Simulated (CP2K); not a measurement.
Runs of CP2K 2026.2 on KCl. Symmetry: Pm-3m, No. 221, cubic system. The conventional cell has a = 3.839 Å, b = 3.839 Å, c = 3.839 Å, α = 90.00°, β = 90.00°, γ = 90.00°. K (site symmetry m-3m) has 8 Cl at 3.32 Å as nearest neighbours. Cl (site symmetry m-3m) is surrounded by 8 K at 3.32 Å. Measurements of this composition are mostly on another form, of space group No. 225.

| level | potentials or basis | smearing | EPS_DEFAULT | NGRIDS | points a segment of the path (NPOINTS) | bands added on the path | CUTOFF of the grids | gap on the mesh (eV) | pressure (GPa) |
| --- | --- | --- | --- | --- | --- | --- | --- | --- | --- |
| PBEsol | POTENTIAL_UZH K GTH-PBE-q9, Cl GTH-PBE-q7; TZVP-MOLOPT-PBE-GTH basis | fermi-dirac 0.0259 eV | 1.0E-10 | 4 | 10 | 2 | 450 Ry | 4.61 | -1.3 |
| r2SCAN | POTENTIAL_UZH K GTH-SCAN-q9, Cl GTH-SCAN-q7; TZVP-MOLOPT-SCAN-GTH basis | fermi-dirac 0.05 eV | 1.0E-9 | 5 | 8 | 6 | 675 Ry | 5.57 | (a) |
| LDA | GTH_POTENTIALS K GTH-PADE-q9, Cl GTH-PADE-q7; TZVP-MOLOPT-PBE-GTH basis | fermi-dirac 0.01 eV | 1.0E-9 | 4 | 10 | 2 | 450 Ry | 4.36 | -3.2 |
| TB-mBJ | POTENTIAL_UZH K GTH-PBE-q9, Cl GTH-PBE-q7; TZVP-MOLOPT-PBE-GTH basis | fermi-dirac 0.05 eV | 1.0E-10 | 5 | 6 | 4 | 675 Ry | (b) | - |

Alike in all rows: task band structure; no spin polarisation; cell as given; k mesh 7 × 7 × 7.

Task: Estimate the missing entries.

Result: (a) -1.1; (b) 5.50.

Caveats: the basis of atomic orbitals isn't converged, which shifts pressures, moduli and gaps; the potentials were made for another functional, which shifts forces and pressure (some runs); this is a model potential without an energy functional, so only levels have meaning (some runs).

